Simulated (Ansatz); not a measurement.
# HfO2 under changes of volume

One of the cells (10.694 Å³/atom); the others are scaled copies at fixed shape and fractional positions:

```xyz
12
Lattice="5.0803 0.0000 0.0000 0.0000 5.1649 0.0000 0.0000 0.0000 4.8909" Properties=species:S:1:pos:R:3 pbc="T T T"
Hf    1.1308    4.0379    1.3307
Hf    3.6710    3.7094    3.5602
Hf    3.9495    1.1270    1.3307
Hf    1.4093    1.4555    3.5602
O     0.9491    0.8452    0.5113
O     3.4892    1.7372    4.3796
O     4.1312    4.3196    0.5113
O     1.5911    3.4277    4.3796
O     0.0000    2.5824    2.3919
O     2.5402    0.0000    2.4990
O     0.0000    0.0000    2.8153
O     2.5402    2.5824    2.0756
```

The cell comes from a database or a generator and needn't be the stable form of this composition.

| Quantity | Value |
| --- | --- |
| Program | Ansatz 0.2.0 |
| Functional | PBE |
| Potentials or basis | Ansatz PAW |
| Cutoff | 420 eV (not typed: the program's choice for these potentials) |
| k mesh | 5 × 5 × 6 |
| Occupations | fermi-dirac, width 0.05 eV |
| Spin | no spin polarisation |

```csv
volume (Å³/atom),energy over the lowest point (meV/atom),pressure (GPa),gap on the mesh (eV),largest force (eV/Å)
10.053,90.26,30.0,4.02,0.691
10.267,?,?,?,?
10.481,29.48,16.0,3.91,0.340
10.694,12.25,9.9,3.86,0.184
10.908,2.66,4.5,3.80,0.088
11.122,0.00,-0.4,3.75,0.120
11.336,3.58,-4.9,3.69,0.222
```

Task: What does the run at 10.267 Å³/atom give?

Result: Energy over the lowest point 55.19 meV/atom; pressure 22.6 GPa; gap on the mesh 3.96 eV; largest force 0.509 eV/Å.

Worked out: A Birch-Murnaghan fit of order 3 (a polynomial in V^(-2/3)) to the other rows has its minimum at 11.10 Å³/atom with B0 = V·E''(V) = 246 GPa and B' = 4.1 at fixed shape and positions, which overstates the stiffness. It gives 55.18 meV/atom at 10.267 Å³/atom, against the run's 55.19, and -dE/dV = 22.6 GPa, against 22.6. A straight line through the other rows of the gap, of slope -2.73 eV per unit of ln V (its deformation potential), gives 3.97 eV, against the run's 3.96.

Energies are extrapolated to zero smearing.

Caveats: odd divisions of the mesh miss points on the zone boundary, where band edges often lie, so the gap on the mesh can be too wide; spin-orbit coupling is left out, which moves the levels of the heavy elements.

A mesh can miss the band edges.
